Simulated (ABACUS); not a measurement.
# Fe (Im-3m) in ABACUS: further runs

Runs on Fe. Level: r2SCAN. Tasks: band structure, equation of state.

Everything below comes from runs of ABACUS 3.10.1. Logs are shortened: lines on timing, memory, paths and dates and some standing lists are left out, and cuts for length are marked.

## (1) The structure

It takes space group Im-3m (No. 229, cubic). Conventional cell: a = 2.886 Å, b = 2.886 Å, c = 2.886 Å, α = 90.00°, β = 90.00°, γ = 90.00°. Around Fe (site symmetry m-3m) lie 8 Fe at 2.50 Å.

## (2) Band structure, r2SCAN, collinear spin, ferromagnetic start

Input file INPUT:

```
INPUT_PARAMETERS
suffix              Fe
calculation         nscf
basis_type          pw
pseudo_dir          ./
symmetry            -1
dft_functional      MGGA_X_R2SCAN+MGGA_C_R2SCAN
ecutwfc             104.0
pseudo_rcut         10
nspin               2
nbands              20
ks_solver           dav
smearing_method     fd
smearing_sigma      0.00367493
scf_thr             1e-08
scf_nmax            100
mixing_type         broyden
mixing_beta         0.4
mixing_tau          1
init_chg            file
pw_diag_thr         1e-07
out_band            1
kpar                4
```

Input file STRU:

```
ATOMIC_SPECIES
Fe 55.8450 Fe_ONCV_PBE-1.2.upf

LATTICE_CONSTANT
1.8897261246

LATTICE_VECTORS
1.4430000000 1.4430000000 1.4430000000
-1.4430000000 1.4430000000 1.4430000000
-1.4430000000 -1.4430000000 1.4430000000

ATOMIC_POSITIONS
Direct

Fe
0.0
1
0.0000000000 0.0000000000 0.0000000000 1 1 1 mag 3
```

Input file KPT:

```
K_POINTS
8
Line
0.00000000 0.00000000 0.00000000 10 // G
-0.50000000 -0.50000000 -0.50000000 10 // H
0.00000000 0.00000000 -0.50000000 10 // N
0.00000000 0.00000000 0.00000000 10 // G
-0.25000000 0.25000000 -0.25000000 10 // P
-0.50000000 -0.50000000 -0.50000000 1 // H
-0.25000000 0.25000000 -0.25000000 10 // P
0.00000000 0.00000000 -0.50000000 1 // N
```

Potentials or basis: SG15 ONCV 1.2 PBE, plane waves.

On the command line:

```bash
OMP_NUM_THREADS=1 mpirun -np 4 abacus > log
```

running log:

```text
ABACUS v3.10.1

               Atomic-orbital Based Ab-initio Computation at UStc

 ------------------------------------------------------------------------------------

 READING GENERAL INFORMATION
                           global_out_dir = OUT.Fe/
                           global_in_card = INPUT
                               pseudo_dir = ./
                              orbital_dir =
                                    DSIZE = 4
                                    GSIZE = 1

 READING UNITCELL INFORMATION
                                    ntype = 1
                  lattice constant (Bohr) = 1.88973
              lattice constant (Angstrom) = 1

 READING ATOM TYPE 1
                               atom label = Fe
                      L=0, number of zeta = 1
                      L=1, number of zeta = 1
                      L=2, number of zeta = 1
             number of atom for this type = 1
               magnetization of element 1 = 3

                        TOTAL ATOM NUMBER = 1
DIRECT COORDINATES
    atom                   x                   y                   z     mag                  vx                  vy                  vz
taud_Fe1            0.0000000000        0.0000000000        0.0000000000  3.0000        0.0000000000        0.0000000000        0.0000000000

                          Volume (Bohr^3) = 81.1065
                             Volume (A^3) = 12.0187

 Lattice vectors: (Cartesian coordinate: in unit of a_0)
               +1.443              +1.443              +1.443
               -1.443              +1.443              +1.443
               -1.443              -1.443              +1.443
 Reciprocal vectors: (Cartesian coordinate: in unit of 2 pi/a_0)
              +0.3465                  -0             +0.3465
              -0.3465             +0.3465                  -0
                   +0             -0.3465             +0.3465
 The esolver type has been set to : ksdft_pw

                PAO radial cut off (Bohr) = 10

 Read in pseudopotential file is Fe_ONCV_PBE-1.2.upf
                     pseudopotential type = NC
          exchange-correlation functional = PBE
                 nonlocal core correction = 0
                        valence electrons = 16
                                     lmax = 2
                           number of zeta = 0
                     number of projectors = 6
                           L of projector = 0
                           L of projector = 0
                           L of projector = 1
                           L of projector = 1
                           L of projector = 2
                           L of projector = 2
 XC functional updated to : MGGA_X_R2SCAN+MGGA_C_R2SCAN
          exchange-correlation functional = MGGA_X_R2SCAN+MGGA_C_R2SCAN
     initial pseudo atomic orbital number = 0
 The readin total magnetization is 3

 SETUP THE ELECTRONS NUMBER
            electron number of element Fe = 16
      total electron number of element Fe = 16
            AUTOSET number of electrons:  = 16
                           occupied bands = 8
                                   NBANDS = 20
                                   NLOCAL = 9

%%%%%%%%%%%%%%%%%%%%%%%%%%%%%%%%%%%%%%%%%%%%%%%%%%%%%%%%%%%%%%%%%%%%%%%%%%%%%%%%%%%%%%%%%%%%%%%%%%%%%%%%%%
[... 71 lines left out ...]
[... 32 further k points ...]

           k-point number in this process = 16
       minimum distributed K point number = 15
                             nks(nspin=2) = 32
                          nkstot(nspin=2) = 124

[... K-POINTS CARTESIAN COORDINATES: 32 rows ...]

[... K-POINTS DIRECT COORDINATES: 32 rows ...]

 SETUP PLANE WAVES FOR WAVE FUNCTIONS
     energy cutoff for wavefunc (unit:Ry) = 104
              fft grid for wave functions = [ 32, 32, 32 ]
                    number of plane waves = 1985
                         number of sticks = 217

 PARALLEL PW FOR WAVE FUNCTIONS
     PROC   COLUMNS(POT)             PW
        1            217           1985
 --------------- sum -------------------
        1            217           1985

 SETUP NONLOCAL PSEUDOPOTENTIALS IN PLANE WAVE BASIS
 Fe non-local projectors:
 projector 1 L=0
 projector 2 L=0
 projector 3 L=1
 projector 4 L=1
 projector 5 L=2
 projector 6 L=2
      TOTAL NUMBER OF NONLOCAL PROJECTORS = 18

 Init Non-Local PseudoPotential table :
 Init Non-Local-Pseudopotential done.

                                     npwx = 1481

 -------------------------------------------
 NONSELF-CONSISTENT
 -------------------------------------------
                                 init_chg = file
 try to read charge from file
 Read in the charge density: OUT.Fe//Fe-CHARGE-DENSITY.restart
 try to read kinetic energy density from file
 Read in the kinetic energy density: OUT.Fe//Fe-TAU-DENSITY.restart

 PW ALGORITHM --------------- ION=   1  ELEC=   1--------------------------------
 k(1/124) Iter steps (avg)=13 threshold=1e-07
 k(2/124) Iter steps (avg)=12 threshold=1e-07
 k(3/124) Iter steps (avg)=11 threshold=1e-07
 k(4/124) Iter steps (avg)=14 threshold=1e-07
 k(5/124) Iter steps (avg)=18 threshold=1e-07
 k(6/124) Iter steps (avg)=27 threshold=1e-07
 k(7/124) Iter steps (avg)=25 threshold=1e-07
 k(8/124) Iter steps (avg)=28 threshold=1e-07
 k(9/124) Iter steps (avg)=21 threshold=1e-07
 k(10/124) Iter steps (avg)=16 threshold=1e-07
[... 12 lines left out ...]
 k(23/124) Iter steps (avg)=35 threshold=1e-07
 k(24/124) Iter steps (avg)=25 threshold=1e-07
 k(25/124) Iter steps (avg)=20 threshold=1e-07
 k(26/124) Iter steps (avg)=19 threshold=1e-07
 k(27/124) Iter steps (avg)=24 threshold=1e-07
 k(28/124) Iter steps (avg)=19 threshold=1e-07
 k(29/124) Iter steps (avg)=18 threshold=1e-07
 k(30/124) Iter steps (avg)=17 threshold=1e-07
 k(31/124) Iter steps (avg)=19 threshold=1e-07
 k(32/124) Iter steps (avg)=21 threshold=1e-07
[... levels at 32 k points of this process ...]

          total magnetism (Bohr mag/cell) = 2.78537
       absolute magnetism (Bohr mag/cell) = 3.17249
                        nelec for spin up = 9.39269
                      nelec for spin down = 6.60731

 Density error is 0.00000000000
                          Error Threshold = 1.00000000000e-07
----------------------------------------------------------
     Energy           Rydberg                 eV
----------------------------------------------------------
 E_KohnSham     -236.7535149503      -3221.1968248525
 E_KS(sigma->0) -236.7530611831      -3221.1906510332
 E_Harris       -236.7535149503      -3221.1968248525
 E_band         -18.1578684449       -247.0504743852
 E_one_elec     -97.9458256086       -1332.6213235909
 E_Hartree      57.2219449075        778.5445013847
 E_xc           -25.2024453201       -342.8968598862
 E_Ewald        -170.8262813949      -2324.2107951214
 E_entropy(-TS) -0.0009075344        -0.0123476387
 E_descf        0.0000000000         0.0000000000
 E_exx          0.0000000000         0.0000000000
 E_Fermi        1.3669610343         18.5984590107
----------------------------------------------------------

 charge density convergence is achieved
 final etot is -3221.1968249 eV
 EFERMI = 18.598459011 eV

 STATE ENERGY(eV) AND OCCUPATIONS    NSPIN == 2
SPIN UP :
 1/16 kpoint (Cartesian) = 0.0000 0.0000 0.0000 (1481 pws)
       1       -73.9388      0.0161290
       2       -39.2501      0.0161290
       3       -39.2501      0.0161290
       4       -39.2501      0.0161290
       5        9.50614      0.0161290
       6        14.4595      0.0161290
[... 122 lines left out ...]
      19        59.2052        0.00000
      20        66.7579        0.00000

[... levels at 26 further k points ...]

 --------------------------------------------
 !FINAL_ETOT_IS -3221.196824852540 eV
 --------------------------------------------

 Output bands in file: OUT.Fe/BANDS_1.dat

 Output bands in file: OUT.Fe/BANDS_2.dat
```

Wall time 11 s (4 MPI ranks of AMD EPYC 9R14 (Zen 4), shared host); peak memory 0.36 GiB.

Levels at the corners of the path, in eV from the Fermi level:
Spin up:
```
point  band 6  band 7  band 8  band 9  band 10  band 11  band 12  band 13
    Γ   -3.67   -3.67   -3.67   -2.51    -2.51    24.87    24.87    24.87
    H   -5.77   -1.47   -1.47   -1.47     9.49     9.49     9.49    15.07
    N   -4.61   -2.47   -2.36   -1.22     0.30     6.35    18.19    19.52
    Γ   -3.67   -3.67   -3.67   -2.51    -2.51    24.87    24.87    24.87
    P   -4.32   -4.32   -2.33   -2.33     7.97     7.97     7.97    10.08
    H   -5.77   -1.47   -1.47   -1.47     9.49     9.49     9.49    15.07
    P   -4.32   -4.32   -2.33   -2.33     7.97     7.97     7.97    10.08
    N   -4.61   -2.47   -2.36   -1.22     0.30     6.35    18.19    19.52
```
Spin down:
| point | band 3 | band 4 | band 5 | band 6 | band 7 | band 8 | band 9 | band 10 | band 11 | band 12 |
| --- | --- | --- | --- | --- | --- | --- | --- | --- | --- | --- |
| Γ | -52.82 | -52.82 | -9.52 | 0.51 | 0.51 | 0.51 | 2.70 | 2.70 | 24.48 | 24.48 |
| H | -53.11 | -53.11 | -2.66 | -2.66 | 3.30 | 3.30 | 3.30 | 9.69 | 9.69 | 9.69 |
| N | -52.96 | -52.82 | -3.62 | -0.94 | -0.49 | 2.53 | 2.99 | 3.62 | 8.92 | 18.01 |
| Γ | -52.82 | -52.82 | -9.52 | 0.51 | 0.51 | 0.51 | 2.70 | 2.70 | 24.48 | 24.48 |
| P | -53.02 | -53.02 | -1.64 | -1.64 | -1.64 | 3.05 | 3.05 | 9.44 | 9.44 | 9.44 |
| H | -53.11 | -53.11 | -2.66 | -2.66 | 3.30 | 3.30 | 3.30 | 9.69 | 9.69 | 9.69 |
| P | -53.02 | -53.02 | -1.64 | -1.64 | -1.64 | 3.05 | 3.05 | 9.44 | 9.44 | 9.44 |
| N | -52.96 | -52.82 | -3.62 | -0.94 | -0.49 | 2.53 | 2.99 | 3.62 | 8.92 | 18.01 |

Caveat: the density is read from an earlier self-consistent run, whose mesh may be coarse; the potentials were made for another functional, which shifts forces and pressure.

## (3) Equation of state, r2SCAN, collinear spin, ferromagnetic start, 11.30 Å³/atom (volume scaled by 0.94)

Input file INPUT:

```
INPUT_PARAMETERS
suffix              Fe
calculation         scf
basis_type          pw
pseudo_dir          ./
symmetry            1
dft_functional      MGGA_X_R2SCAN+MGGA_C_R2SCAN
ecutwfc             104
pseudo_rcut         10
nspin               2
nbands              14
ks_solver           dav
smearing_method     fd
smearing_sigma      0.00367493
scf_thr             1e-08
scf_nmax            100
mixing_type         broyden
mixing_beta         0.4
cal_force           1
cal_stress          1
mixing_tau          1
kpar                4
```

Input file STRU:

```
ATOMIC_SPECIES
Fe 55.8450 Fe_ONCV_PBE-1.2.upf

LATTICE_CONSTANT
1.8897261246

LATTICE_VECTORS
-1.4135427549 1.4135427549 1.4135427549
1.4135427549 -1.4135427549 1.4135427549
1.4135427549 1.4135427549 -1.4135427549

ATOMIC_POSITIONS
Direct

Fe
0.0
1
0.0000000000 0.0000000000 0.0000000000 1 1 1 mag 3
```

Input file KPT:

```
K_POINTS
0
Gamma
8 8 8 0 0 0
```

Potentials or basis: SG15 ONCV 1.2 PBE, plane waves.

On the command line:

```bash
OMP_NUM_THREADS=1 mpirun -np 4 abacus > log
```

It took 16 s on 4 MPI ranks of AMD EPYC 9R14 (Zen 4), shared host; peak memory 0.36 GiB.

The run converged. Its results:

* Free energy: -3220.7074 eV
* Pressure: 13.6 GPa
* Band gap on the k mesh: none (metal or under the smearing width)
* Net moment: 2.78 μB per cell
* Absolute moment: 3.12 μB per cell

Caveat: the k mesh is coarse (spacing up to 0.39 Å⁻¹), so the values aren't converged; the potentials were made for another functional, which shifts forces and pressure.

## (4) Equation of state, r2SCAN, collinear spin, ferromagnetic start, 11.78 Å³/atom (volume scaled by 0.98)

INPUT is that of step 3.

Input file STRU:

```
ATOMIC_SPECIES
Fe 55.8450 Fe_ONCV_PBE-1.2.upf

LATTICE_CONSTANT
1.8897261246

LATTICE_VECTORS
-1.4333151444 1.4333151444 1.4333151444
1.4333151444 -1.4333151444 1.4333151444
1.4333151444 1.4333151444 -1.4333151444

ATOMIC_POSITIONS
Direct

Fe
0.0
1
0.0000000000 0.0000000000 0.0000000000 1 1 1 mag 3
```

KPT is that of step 3.

On the command line:

```bash
OMP_NUM_THREADS=1 mpirun -np 4 abacus > log
```

Wall time 16 s (4 MPI ranks of AMD EPYC 9R14 (Zen 4), shared host); peak memory 0.36 GiB.

Results (log left out):

```
Free energy            : -3220.7329 eV
Pressure               : 3.6 GPa
Band gap on the k mesh : none (metal or under the smearing width)
Net moment             : 2.79 μB per cell
Absolute moment        : 3.16 μB per cell
```

Caveat: the k mesh is coarse (spacing up to 0.39 Å⁻¹), so the values aren't converged; the potentials were made for another functional, which shifts forces and pressure.

## (5) Equation of state, r2SCAN, collinear spin, ferromagnetic start, 12.26 Å³/atom (volume scaled by 1.02)

INPUT is that of step 4.

Input file STRU:

```
ATOMIC_SPECIES
Fe 55.8450 Fe_ONCV_PBE-1.2.upf

LATTICE_CONSTANT
1.8897261246

LATTICE_VECTORS
-1.4525565699 1.4525565699 1.4525565699
1.4525565699 -1.4525565699 1.4525565699
1.4525565699 1.4525565699 -1.4525565699

ATOMIC_POSITIONS
Direct

Fe
0.0
1
0.0000000000 0.0000000000 0.0000000000 1 1 1 mag 3
```

KPT is that of step 4.

On the command line:

```bash
OMP_NUM_THREADS=1 mpirun -np 4 abacus > log
```

Run time: 16 s. Hardware: 4 MPI ranks of AMD EPYC 9R14 (Zen 4), shared host; peak memory 0.36 GiB.

It converged, with:

- Free energy: -3220.7313 eV
- Pressure: -4.3 GPa
- Band gap on the k mesh: none (metal or under the smearing width)
- Net moment: 2.79 μB per cell
- Absolute moment: 3.19 μB per cell

Caveat: the k mesh is coarse (spacing up to 0.38 Å⁻¹), so the values aren't converged; the potentials were made for another functional, which shifts forces and pressure.

## (6) Equation of state, r2SCAN, collinear spin, ferromagnetic start, 12.74 Å³/atom (volume scaled by 1.06)

INPUT is that of step 5.

Input file STRU:

```
ATOMIC_SPECIES
Fe 55.8450 Fe_ONCV_PBE-1.2.upf

LATTICE_CONSTANT
1.8897261246

LATTICE_VECTORS
-1.4713013028 1.4713013028 1.4713013028
1.4713013028 -1.4713013028 1.4713013028
1.4713013028 1.4713013028 -1.4713013028

ATOMIC_POSITIONS
Direct

Fe
0.0
1
0.0000000000 0.0000000000 0.0000000000 1 1 1 mag 3
```

KPT is that of step 5.

Potentials or basis: SG15 ONCV 1.2 PBE, plane waves.

On the command line:

```bash
OMP_NUM_THREADS=1 mpirun -np 4 abacus > log
```

Run time: 18 s. Hardware: 4 MPI ranks of AMD EPYC 9R14 (Zen 4), shared host; peak memory 0.36 GiB.

It converged, with:

```yaml
Free_energy: -3220.7083 eV
Pressure: -10.8 GPa
Band_gap_on_the_k_mesh: none (metal or under the smearing width)
Net_moment: 2.79 μB per cell
Absolute_moment: 3.22 μB per cell
```

Caveat: the k mesh is coarse (spacing up to 0.38 Å⁻¹), so the values aren't converged; the potentials were made for another functional, which shifts forces and pressure.

## (7) Equation of state, r2SCAN, collinear spin, ferromagnetic start

Potentials or basis: SG15 ONCV 1.2 PBE, plane waves.

No new run: the results of the series are fitted here.

What came out:

```yaml
Equilibrium_volume: 11.98 Å³/atom
Bulk_modulus: 203 GPa
Pressure_derivative_of_the_bulk_modulus: "4.7 (rough: it moves with the points fitted)"
```

Energy against volume, from the lowest point:
```tsv
volume (Å³/atom)	energy (meV/atom)
11.298	25.49
11.778	0.00
12.259	1.57
12.740	24.65
```

Caveat: the k mesh is coarse (spacing up to 0.38 Å⁻¹), so the values aren't converged; the potentials were made for another functional, which shifts forces and pressure.
